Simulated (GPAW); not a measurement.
# Pd (Im-3m) in GPAW: phonons with PBEsol+D3

Aim: the phonons of Pd with PBEsol+D3.

Program: GPAW 26.7.0. These are calculated values, not measurements. Logs are shortened: lines on timing, memory, paths and dates and some standing lists are left out, and cuts for length are marked. The log counts tension as positive stress, the text compression.

### Step 1. Starting point

It takes space group Im-3m (No. 229, cubic). Conventional cell: a = 3.145 Å, b = 3.145 Å, c = 3.145 Å, α = 90.00°, β = 90.00°, γ = 90.00°. Pd (site symmetry m-3m) has 8 Pd at 2.72 Å as nearest neighbours.

This isn't the form of Pd at room conditions, which is fcc.

### Step 2. Phonons, PBEsol+D3

The input, run.py:

```python
import json
import numpy as np
import spglib
from ase import Atoms
from ase.calculators.mixing import SumCalculator
from ase.constraints import FixSymmetry
from ase.filters import FrechetCellFilter
from ase.io import read, write
from ase.optimize import BFGS
from dftd3.ase import DFTD3
from phonopy import Phonopy
from phonopy.structure.atoms import PhonopyAtoms
from gpaw import GPAW, PW, setup_paths

setup_paths.insert(0, '.')

atoms = read('Pd.cif')
cell, positions, numbers = spglib.find_primitive(
    (atoms.cell[:], atoms.get_scaled_positions(), atoms.numbers), symprec=1e-4)
atoms = Atoms(numbers, cell=cell, scaled_positions=positions, pbc=True)

calc = GPAW(mode=PW(660),
            xc='PBEsol',
            kpts={'size': (10, 10, 10), 'gamma': True},
            occupations={'name': 'fermi-dirac', 'width': 0.05},
            nbands=17,
            convergence={'density': 1e-06, 'eigenstates': 1e-09},
            maxiter=75,
            txt='gpaw.txt')
atoms.calc = SumCalculator([calc, DFTD3(method='pbesol', damping='d3zero')])
atoms.set_constraint(FixSymmetry(atoms))
BFGS(FrechetCellFilter(atoms), trajectory='relax.traj', logfile='-').run(fmax=0.005, steps=40)
atoms.set_constraint()
energy = atoms.get_potential_energy()
forces = atoms.get_forces()
stress = atoms.get_stress()
calc.write('gs.gpw')
write('result.traj', atoms)
print('Cell:', atoms.cell.cellpar().round(4))
print(atoms.get_scaled_positions().round(5))

def force_constants(scale):
    unit = PhonopyAtoms(symbols=atoms.get_chemical_symbols(), cell=atoms.cell[:] * scale**(1 / 3),
                        scaled_positions=atoms.get_scaled_positions())
    ph = Phonopy(unit, supercell_matrix=np.diag([2, 2, 2]), primitive_matrix=np.eye(3), symprec=1e-4)
    ph.generate_displacements(distance=0.02)
    forces = []
    for i, sc in enumerate(ph.supercells_with_displacements):
        a = Atoms(sc.symbols, cell=sc.cell, scaled_positions=sc.scaled_positions, pbc=True)
        c = GPAW(mode=PW(660),
                 xc='PBEsol',
                 kpts={'size': (5, 5, 5), 'gamma': True},
                 occupations={'name': 'fermi-dirac', 'width': 0.05},
                 nbands=94,
                 convergence={'density': 1e-06, 'eigenstates': 1e-09},
                 maxiter=75,
                 txt=f'disp-{scale:.3f}-{i:02d}.txt')
        a.calc = SumCalculator([c, DFTD3(method='pbesol', damping='d3zero')])
        f = a.get_forces()
        forces.append(f - f.mean(axis=0))
        print(f'displacement {i}: drift', f.mean(axis=0).round(5), flush=True)
    ph.forces = forces
    ph.produce_force_constants()
    ph.symmetrize_force_constants()
    return ph

qpoints = [[0.0, 0.0, 0.0], [0.0, 0.0, 0.5], [0.0, 0.5, 0.0], [0.0, 0.5, 0.5], [0.5, 0.0, 0.0], [0.5, 0.0, 0.5], [0.5, 0.5, 0.0], [0.5, 0.5, 0.5]]
results = {}
for scale in [1.0]:
    ph = force_constants(scale)
    ph.run_qpoints(qpoints)
    nu = ph.qpoints.frequencies * 33.35641  # THz to cm^-1
    results[f'{scale:.3f}'] = nu.tolist()
    for qp, f in zip(qpoints, nu):
        print(scale, np.round(qp, 4), f.round(2))

path = atoms.cell.bandpath('GHNGPH,PN', npoints=60, eps=1e-4)
ph.run_qpoints(path.kpts)
results['path'] = (ph.qpoints.frequencies * 33.35641).tolist()
results['path_q'] = path.kpts.tolist()
x, ticks, names = path.get_linear_kpoint_axis()
results['axis'] = [x.tolist(), list(ticks), names]
ph.run_mesh([15, 15, 15], is_gamma_center=True)
ph.run_thermal_properties(temperatures=[0, 100, 200, 300, 500, 800], cutoff_frequency=0.05)
tp = ph.thermal_properties
results['thermal'] = [list(v) for v in (tp.temperatures, tp.free_energy, tp.entropy, tp.heat_capacity)]
for t, fv, s, cv in zip(*results['thermal']):
    print(f'{t:6.0f} K  F {fv:9.4f} kJ/mol  S {s:9.4f} J/K/mol  Cv {cv:9.4f} J/K/mol')
json.dump(results, open('phonons.json', 'w'))
```

The input, Pd.cif:

```cif
data_Pd
_cell_length_a 3.14456200
_cell_length_b 3.14456200
_cell_length_c 3.14456200
_cell_angle_alpha 90.00000000
_cell_angle_beta 90.00000000
_cell_angle_gamma 90.00000000
_space_group_name_H-M_alt 'Im-3m'
_space_group_name_Hall '-I 4 2 3'
_space_group_IT_number 229
loop_
_space_group_symop_operation_xyz
'x,y,z'
'-x,-y,-z'
'-y,x,z'
'y,-x,-z'
'-x,-y,z'
'x,y,-z'
'y,-x,z'
'-y,x,-z'
'x,-y,-z'
'-x,y,z'
'-y,-x,-z'
'y,x,z'
'-x,y,-z'
'x,-y,z'
'y,x,-z'
'-y,-x,z'
'z,x,y'
'-z,-x,-y'
'z,-y,x'
'-z,y,-x'
'z,-x,-y'
'-z,x,y'
'z,y,-x'
'-z,-y,x'
'-z,x,-y'
'z,-x,y'
'-z,-y,-x'
'z,y,x'
'-z,-x,y'
'z,x,-y'
'-z,y,x'
'z,-y,-x'
'y,z,x'
'-y,-z,-x'
'x,z,-y'
'-x,-z,y'
'-y,z,-x'
'y,-z,x'
'-x,z,y'
'x,-z,-y'
'-y,-z,x'
'y,z,-x'
'-x,-z,-y'
'x,z,y'
'y,-z,-x'
'-y,z,x'
'x,-z,y'
'-x,z,-y'
'x+1/2,y+1/2,z+1/2'
'-x+1/2,-y+1/2,-z+1/2'
'-y+1/2,x+1/2,z+1/2'
'y+1/2,-x+1/2,-z+1/2'
'-x+1/2,-y+1/2,z+1/2'
'x+1/2,y+1/2,-z+1/2'
'y+1/2,-x+1/2,z+1/2'
'-y+1/2,x+1/2,-z+1/2'
'x+1/2,-y+1/2,-z+1/2'
'-x+1/2,y+1/2,z+1/2'
'-y+1/2,-x+1/2,-z+1/2'
'y+1/2,x+1/2,z+1/2'
'-x+1/2,y+1/2,-z+1/2'
'x+1/2,-y+1/2,z+1/2'
'y+1/2,x+1/2,-z+1/2'
'-y+1/2,-x+1/2,z+1/2'
'z+1/2,x+1/2,y+1/2'
'-z+1/2,-x+1/2,-y+1/2'
'z+1/2,-y+1/2,x+1/2'
'-z+1/2,y+1/2,-x+1/2'
'z+1/2,-x+1/2,-y+1/2'
'-z+1/2,x+1/2,y+1/2'
'z+1/2,y+1/2,-x+1/2'
'-z+1/2,-y+1/2,x+1/2'
'-z+1/2,x+1/2,-y+1/2'
'z+1/2,-x+1/2,y+1/2'
'-z+1/2,-y+1/2,-x+1/2'
'z+1/2,y+1/2,x+1/2'
'-z+1/2,-x+1/2,y+1/2'
'z+1/2,x+1/2,-y+1/2'
'-z+1/2,y+1/2,x+1/2'
'z+1/2,-y+1/2,-x+1/2'
'y+1/2,z+1/2,x+1/2'
'-y+1/2,-z+1/2,-x+1/2'
'x+1/2,z+1/2,-y+1/2'
'-x+1/2,-z+1/2,y+1/2'
'-y+1/2,z+1/2,-x+1/2'
'y+1/2,-z+1/2,x+1/2'
'-x+1/2,z+1/2,y+1/2'
'x+1/2,-z+1/2,-y+1/2'
'-y+1/2,-z+1/2,x+1/2'
'y+1/2,z+1/2,-x+1/2'
'-x+1/2,-z+1/2,-y+1/2'
'x+1/2,z+1/2,y+1/2'
'y+1/2,-z+1/2,-x+1/2'
'-y+1/2,z+1/2,x+1/2'
'x+1/2,-z+1/2,y+1/2'
'-x+1/2,z+1/2,-y+1/2'
loop_
_atom_site_label
_atom_site_type_symbol
_atom_site_symmetry_multiplicity
_atom_site_Wyckoff_symbol
_atom_site_fract_x
_atom_site_fract_y
_atom_site_fract_z
_atom_site_occupancy
Pd1 Pd 2 a 0.0000000000 0.0000000000 0.0000000000 1
```

Potentials or basis: PAW data sets generated in the run's folder for this functional, pw.

Command:

```sh
> gpaw-setup -f PBEsol Pd
> OMP_NUM_THREADS=1 python run.py
```

gpaw.txt:

```text
__  _  _
 | _ |_)|_||  |
 |__||  | ||/\| - 26.7.0

Input parameters:
  mode=PW(ecut=660.0),
  convergence={'density': 1e-06, 'eigenstates': 1e-09},
  kpts=MonkhorstPack(size=(10, 10, 10), gamma=True),
  maxiter=75,
  nbands=17,
  occupations=Occupations(name='fermi-dirac', width=0.05),
  xc=XC(name='PBEsol')

Diagonalizing LCAO Hamiltonian
Converting LCAO to pw mode

       Pd

Atoms  # Å, Bohr magnetons
|   | symbol |        x |        y |        z |    initial magnetic moments |
|---|--------|----------|----------|----------|-----------------------------|
| 0 |     Pd | 0.000000 | 0.000000 | 0.000000 | ( 0.0000,  0.0000,  0.0000) |

Unit cell  # Å
| periodic |         x |         y |         z |  lengths |     angles |
|----------|-----------|-----------|-----------|----------|------------|
|      yes | -1.572281 |  1.572281 |  1.572281 | 2.723271 | 109.471221 |
|      yes |  1.572281 | -1.572281 |  1.572281 | 2.723271 | 109.471221 |
|      yes |  1.572281 |  1.572281 | -1.572281 | 2.723271 | 109.471221 |
[... 218 lines left out ...]
Stress tensor  # eV/Ang^3
|         x |         y |         z |
|-----------|-----------|-----------|
|  0.059784 |  0.000000 | -0.000000 |
|  0.000000 |  0.059784 | -0.000000 |
| -0.000000 | -0.000000 |  0.059784 |

Forces  # eV/Ang
|       x |       y |       z |
|---------|---------|---------|
| 0.00000 | 0.00000 | 0.00000 |  # Pd   0

Interpolating wave functions to new cell

       Pd

Atoms  # Å, Bohr magnetons
|   | symbol |        x |        y |        z |    initial magnetic moments |
|---|--------|----------|----------|----------|-----------------------------|
| 0 |     Pd | 0.000000 | 0.000000 | 0.000000 | ( 0.0000,  0.0000,  0.0000) |
[... 224 lines left out ...]
Stress tensor  # eV/Ang^3
|         x |         y |         z |
|-----------|-----------|-----------|
| -0.002516 |  0.000000 |  0.000000 |
|  0.000000 | -0.002516 |  0.000000 |
|  0.000000 |  0.000000 | -0.002516 |

Forces  # eV/Ang
|       x |        y |        z |
|---------|----------|----------|
| 0.00000 | -0.00000 | -0.00000 |  # Pd   0

Interpolating wave functions to new cell

       Pd

Atoms  # Å, Bohr magnetons
|   | symbol |        x |        y |        z |    initial magnetic moments |
|---|--------|----------|----------|----------|-----------------------------|
| 0 |     Pd | 0.000000 | 0.000000 | 0.000000 | ( 0.0000,  0.0000,  0.0000) |
[... 168 lines left out ...]
SCF iterations
|iter     | |      energy | eigst |  dens |
|---------|-|-------------|-------|-------|
|iter:   1| |   -4.573571 | -1.02 |       |
|iter:   2| |   -4.562639 | -3.89 | -1.68 |
|iter:   3| |   -4.531390 | -2.92 | -1.74 |
|iter:   4| |   -4.532078 | -5.01 | -2.60 |
|iter:   5| |   -4.532593c| -5.30 | -2.85 |
|iter:   6| |   -4.532596c| -7.65 | -3.92 |
|iter:   7| |   -4.532599c| -7.70 | -4.15 |
|iter:   8| |   -4.532599c|-10.12c| -5.83 |
|iter:   9| |   -4.532599c| -9.43c| -6.13c|

Converged in 9 steps
Energy contributions relative to reference atoms: (reference = -137160.600186)

Energy contributions:
  Kinetic:          -1.628975
  Coulomb:          -2.538669
  Zero:             -0.156503
  External:          0.000000
  Xc:               -0.204057
  Entropy:          -0.008791
  Spinorbit:         0.000000
  ----------------------------
  Free energy:      -4.536994
  Extrapolated:     -4.532599
[... 28 lines left out ...]
Stress tensor  # eV/Ang^3
|         x |         y |         z |
|-----------|-----------|-----------|
| -0.047549 | -0.000000 |  0.000000 |
| -0.000000 | -0.047549 | -0.000000 |
|  0.000000 | -0.000000 | -0.047549 |

Forces  # eV/Ang
|        x |        y |        z |
|----------|----------|----------|
| -0.00000 | -0.00000 | -0.00000 |  # Pd   0

Interpolating wave functions to new cell

       Pd

Atoms  # Å, Bohr magnetons
|   | symbol |        x |        y |        z |    initial magnetic moments |
|---|--------|----------|----------|----------|-----------------------------|
| 0 |     Pd | 0.000000 | 0.000000 | 0.000000 | ( 0.0000,  0.0000,  0.0000) |
[... 222 lines left out ...]
Stress tensor  # eV/Ang^3
|         x |         y |         z |
|-----------|-----------|-----------|
| -0.039335 |  0.000000 | -0.000000 |
|  0.000000 | -0.039335 |  0.000000 |
| -0.000000 |  0.000000 | -0.039335 |

Forces  # eV/Ang
|       x |       y |       z |
|---------|---------|---------|
| 0.00000 | 0.00000 | 0.00000 |  # Pd   0

Interpolating wave functions to new cell

       Pd

Atoms  # Å, Bohr magnetons
|   | symbol |        x |        y |        z |    initial magnetic moments |
|---|--------|----------|----------|----------|-----------------------------|
| 0 |     Pd | 0.000000 | 0.000000 | 0.000000 | ( 0.0000,  0.0000,  0.0000) |
[... 168 lines left out ...]
SCF iterations
|iter     | |      energy | eigst |  dens |
|---------|-|-------------|-------|-------|
|iter:   1| |   -4.535810 | -5.13 |       |
|iter:   2| |   -4.535808 | -7.97 | -3.74 |
|iter:   3| |   -4.535796c| -7.09 | -3.80 |
|iter:   4| |   -4.535796c| -9.14c| -4.62 |
|iter:   5| |   -4.535796c| -9.54c| -4.85 |
|iter:   6| |   -4.535796c|-10.18c| -5.96 |
|iter:   7| |   -4.535796c|-10.13c| -6.21c|

Converged in 7 steps
Energy contributions relative to reference atoms: (reference = -137160.600186)

Energy contributions:
  Kinetic:          -2.029774
  Coulomb:          -2.210812
  Zero:             -0.156464
  External:          0.000000
  Xc:               -0.134274
  Entropy:          -0.008944
  Spinorbit:         0.000000
  ----------------------------
  Free energy:      -4.540267
  Extrapolated:     -4.535796
[... 28 lines left out ...]
Stress tensor  # eV/Ang^3
|         x |         y |         z |
|-----------|-----------|-----------|
| -0.039741 |  0.000000 | -0.000000 |
|  0.000000 | -0.039741 |  0.000000 |
| -0.000000 |  0.000000 | -0.039741 |

Forces  # eV/Ang
|        x |        y |        z |
|----------|----------|----------|
| -0.00000 | -0.00000 | -0.00000 |  # Pd   0

# Writing to gs.gpw (mode='')
```

It took 4.3 min on 1 thread of Intel Xeon at 2.80GHz (Skylake/Cascade Lake), shared host; peak memory 0.45 GiB.

Results:

```
Free energy                            : -5.0074 eV
Relaxed volume                         : 14.26 Å³/atom
Relaxed cell                           : a = 2.646 Å, b = 2.646 Å, c = 2.646 Å, α = 109.47°, β = 109.47°, γ = 109.47°
Space group after relaxing (to 0.05 Å) : Im-3m (No. 229)
Pressure after relaxing                : 0.0 GPa
Band gap on the k mesh                 : none (metal or under the smearing width)
Highest phonon frequency               : 246 cm⁻¹
Dispersion energy per atom             : -0.467 eV
```

Final structure:
```xyz
1
Lattice="-1.5275 1.5275 1.5275 1.5275 -1.5275 1.5275 1.5275 1.5275 -1.5275" Properties=species:S:1:pos:R:3 pbc="T T T"
Pd    0.0000    0.0000    0.0000
```

Phonon frequencies in cm⁻¹ (negative: imaginary):
| q point | frequencies |
| --- | --- |
| (0.000, 0.000, 0.000) | 0 0 0 |
| (0.000, 0.000, 0.500) | 17 163 246 |
| (0.000, 0.500, 0.000) | 17 163 246 |
| (0.000, 0.500, 0.500) | 17 163 246 |
| (0.500, 0.000, 0.000) | 17 163 246 |
| (0.500, 0.000, 0.500) | 17 163 246 |
| (0.500, 0.500, 0.000) | 17 163 246 |
| (0.500, 0.500, 0.500) | 221 221 221 |

Caveat: phonon bands are interpolated from a small supercell; pairwise dispersion overbinds metals, which lowers pressure and volume.
